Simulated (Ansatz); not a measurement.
Band structure of CuCl

```xyz
2
Lattice="0.0000 2.7121 2.7121 2.7121 0.0000 2.7121 2.7121 2.7121 0.0000" Properties=species:S:1:pos:R:3 pbc="T T T"
Cu    0.0000    0.0000    0.0000
Cl    1.3560    1.3560    1.3560
```

Atom numbers follow the list: Cu1, Cl2.

The structure comes from a relaxation in the same program, started in the zincblende type, and has space group F-43m. Whether it is a known phase or the ground state wasn't checked.

All numbers below come from DFT, PBE, all-electron LAPW, Dirac equation with spin-orbit coupling in Ansatz 0.2.0.

The runs use a Γ-centred 12×12×12 k mesh, Fermi–Dirac smearing of 0.05 eV, basis error target 1 meV/atom, no spin polarisation.

Points in fractions of the reciprocal vectors of this cell: Γ (0, 0, 0), X (-0.5, -0.5, 0), U (-0.375, -0.375, 0.25), K (-0.375, 0, 0.375), L (0, 0, 0.5), W (-0.5, -0.25, 0.25). The path joins them by straight lines in the order Γ–X–U–K–Γ–L–W–X; legs that retrace an earlier one aren't tabulated. Energies are in eV from the top of the valence band.

Question: Metal or insulator at this level of theory?

Answer: An insulator or semiconductor: gap 0.46 eV, direct at Γ.

Question: Tabulate bands 31 to 37, counted from the lowest band of the run, along the path.

Answer: 
| k (1/Å) | point | band 31 | band 32 | band 33 | band 34 | band 35 | band 36 | band 37 |
| --- | --- | --- | --- | --- | --- | --- | --- | --- |
| 0.00 | Γ | -0.09 | -0.09 | 0.00 | 0.00 | 0.46 | 0.46 | 6.50 |
| 0.23 |  | -0.21 | -0.21 | -0.14 | -0.14 | 1.08 | 1.08 | 6.13 |
| 0.46 |  | -0.49 | -0.49 | -0.42 | -0.42 | 2.19 | 2.19 | 5.28 |
| 0.70 |  | -0.80 | -0.80 | -0.73 | -0.73 | 3.14 | 3.14 | 4.60 |
| 0.93 |  | -1.05 | -1.05 | -0.99 | -0.99 | 3.40 | 3.40 | 4.39 |
| 1.16 | X | -1.15 | -1.15 | -1.07 | -1.07 | 3.37 | 3.37 | 4.36 |
| 1.24 |  | -1.20 | -1.12 | -1.05 | -1.05 | 3.42 | 3.42 | 4.39 |
| 1.32 |  | -1.22 | -1.10 | -1.01 | -1.01 | 3.56 | 3.56 | 4.48 |
| 1.40 |  | -1.22 | -1.06 | -0.97 | -0.96 | 3.75 | 3.75 | 4.62 |
| 1.49 |  | -1.21 | -1.01 | -0.96 | -0.91 | 3.95 | 3.95 | 4.81 |
| 1.57 | U | -1.21 | -0.97 | -0.94 | -0.85 | 4.13 | 4.13 | 4.99 |
| 1.71 |  | -1.19 | -1.01 | -0.90 | -0.78 | 4.35 | 4.36 | 5.07 |
| 1.85 |  | -1.17 | -1.04 | -0.87 | -0.72 | 4.72 | 4.74 | 5.10 |
| 1.99 |  | -1.17 | -1.04 | -0.87 | -0.72 | 4.72 | 4.74 | 5.10 |
| 2.14 |  | -1.19 | -1.01 | -0.90 | -0.78 | 4.35 | 4.36 | 5.07 |
| 2.28 | K | -1.21 | -0.97 | -0.94 | -0.85 | 4.13 | 4.13 | 4.99 |
| 2.52 |  | -1.14 | -1.02 | -0.71 | -0.62 | 4.30 | 4.31 | 5.37 |
| 2.77 |  | -0.92 | -0.92 | -0.45 | -0.38 | 3.49 | 3.49 | 5.92 |
| 3.01 |  | -0.60 | -0.58 | -0.23 | -0.18 | 2.27 | 2.27 | 5.83 |
| 3.26 |  | -0.23 | -0.19 | -0.09 | -0.07 | 1.11 | 1.12 | 6.22 |
| 3.51 | Γ | -0.09 | -0.09 | 0.00 | 0.00 | 0.46 | 0.46 | 6.50 |
| 3.71 |  | -0.17 | -0.11 | -0.07 | -0.07 | 0.93 | 0.93 | 6.34 |
| 3.91 |  | -0.32 | -0.23 | -0.19 | -0.19 | 1.73 | 1.73 | 5.99 |
| 4.11 |  | -0.50 | -0.40 | -0.34 | -0.34 | 2.42 | 2.42 | 6.00 |
| 4.31 |  | -0.65 | -0.57 | -0.48 | -0.48 | 2.74 | 2.74 | 6.43 |
| 4.51 | L | -0.68 | -0.68 | -0.54 | -0.54 | 2.80 | 2.80 | 6.70 |
| 4.67 |  | -0.75 | -0.73 | -0.60 | -0.58 | 3.06 | 3.06 | 6.31 |
| 4.84 |  | -0.92 | -0.83 | -0.72 | -0.63 | 3.68 | 3.69 | 5.74 |
| 5.00 |  | -1.09 | -0.96 | -0.82 | -0.68 | 4.38 | 4.40 | 5.30 |
| 5.16 |  | -1.18 | -1.07 | -0.87 | -0.72 | 4.90 | 4.94 | 5.05 |
| 5.33 | W | -1.16 | -1.14 | -0.89 | -0.74 | 4.97 | 4.97 | 5.08 |
| 5.44 |  | -1.16 | -1.14 | -0.90 | -0.75 | 4.71 | 4.71 | 4.99 |
| 5.56 |  | -1.17 | -1.13 | -0.95 | -0.81 | 4.21 | 4.22 | 4.79 |
| 5.68 |  | -1.19 | -1.13 | -1.01 | -0.90 | 3.77 | 3.78 | 4.57 |
| 5.79 |  | -1.20 | -1.12 | -1.05 | -1.01 | 3.47 | 3.48 | 4.41 |
| 5.91 | X | -1.15 | -1.15 | -1.07 | -1.07 | 3.37 | 3.37 | 4.36 |
